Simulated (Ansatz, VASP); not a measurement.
# TiAl3 in VASP and in Ansatz

```
Ti Al
1.0
    -1.91111    1.91111    4.28067
     1.91111   -1.91111    4.28067
     1.91111    1.91111   -4.28067
Ti Al
1 3
Cartesian
  0.0000 0.0000 0.0000
  0.0000 0.0000 4.2807
  0.0000 1.9111 2.1403
  1.9111 0.0000 2.1403
```

The cell comes from a database or a generator and needn't be the stable form of this composition.

Alike in both runs: task single point; functional PBE; k mesh 6 × 6 × 6; occupations gaussian, width 0.1 eV; no spin polarisation.

```csv
,VASP,Ansatz
version,VASP 6.6.1,Ansatz 0.2.0
potentials or method,"VASP PAW PBE potentials, release 64 (Ti_sv, Al)","scalar-relativistic, plane waves, PAW"
plane-wave cutoff (eV),520,420
valence electrons in the cell,21,21
```

|  | VASP | Ansatz | Ansatz less VASP |
| --- | --- | --- | --- |
| gap on the k mesh at the Fermi level (eV) | none | none | - |
| pressure (GPa) | 2.1 | 2.1 | +0.03 |
| largest component of the traceless stress (GPa) | 0.14 | 0.14 | -0.001 |

A gap of «none» marks a metal or a gap that the smearing closes.

Caveats: the k mesh is coarse (spacing up to 0.39 Å⁻¹), so the values aren't converged.
